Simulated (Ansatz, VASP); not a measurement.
**Ta2N in VASP and in Ansatz**

```
Ta N
1.0
     6.65356    0.00000    0.00000
    -3.32678    5.76215    0.00000
     0.00000    0.00000    2.82486
Ta N
4 2
Cartesian
  3.3268 0.0000 1.4124
  -1.6634 2.8811 1.4124
  1.6634 2.8811 1.4124
  0.0000 0.0000 0.0000
  0.0000 3.8414 1.4124
  3.3268 1.9207 1.4124
```

Alike in both runs: functional PBE; k mesh 3 × 3 × 6; occupations gaussian, width 0.1 eV; no spin polarisation.

Ansatz relaxed the structure, and its values are those at the end. VASP's run is a single point on that final structure, the one shown.

|  | VASP | Ansatz |
| --- | --- | --- |
| version | VASP 6.6.1 | Ansatz 0.2.0 |
| potentials or method | VASP PAW PBE potentials, release 64 (Ta_pv, N) | scalar-relativistic, plane waves, PAW |
| plane-wave cutoff (eV) | 520 | 420 |
| valence electrons in the cell | 54 | 62 |

```csv
,VASP,Ansatz,Ansatz less VASP
gap on the k mesh at the Fermi level (eV),none,none,-
pressure (GPa),0.4,-0.1,-0.41
```

A gap of «none» marks a metal or a gap that the smearing closes. The two sets of potentials don't hold the same shells in valence.

Caveats: the k mesh is coarse (spacing up to 0.37 Å⁻¹), so the values aren't converged. Spin-orbit coupling is left out, which matters for the levels of Ta.
